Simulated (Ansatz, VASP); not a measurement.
**Two plane-wave programs on SnSe2**

```
Sn Se
1.0
     3.76760    0.00000    0.00000
    -1.88380    3.26284    0.00000
     0.00000    0.00000    6.02816
Sn Se
1 2
Cartesian
  0.0000 0.0000 0.0000
  0.0000 2.1752 1.5070
  1.8838 1.0876 4.5211
```

Alike in both runs: task relaxation of cell and atoms; functional PBE; k mesh 11 × 11 × 6; occupations fermi-dirac, width 0.05 eV; no spin polarisation.

|  | VASP | Ansatz |
| --- | --- | --- |
| version | VASP 6.6.1 | Ansatz 0.2.0 |
| potentials or method | VASP PAW PBE potentials, release 64 (Sn_d, Se) | PAW with Ansatz's default frozen-core files, scalar-relativistic |
| plane-wave cutoff (eV) | 600 | 420 |
| valence electrons in the cell | 26 | 46 |

```csv
,VASP,Ansatz,Ansatz less VASP
relaxed volume (Å³/atom),29.99,30.26,+0.275
relaxed cell length with the largest relative difference (Å),6.923,6.994,+0.0704
energy change over the relaxation (meV/atom),-85,-84,+1.3
```

The two sets of potentials don't hold the same shells in valence.

Caveats: the volume moved by over 15 % at a fixed basis, so the end points are rough; this functional lacks dispersion, which binds the layers, so the pressure and a relaxed spacing across them are unreliable, and here the layers came unbound. A k mesh can miss the band edges.
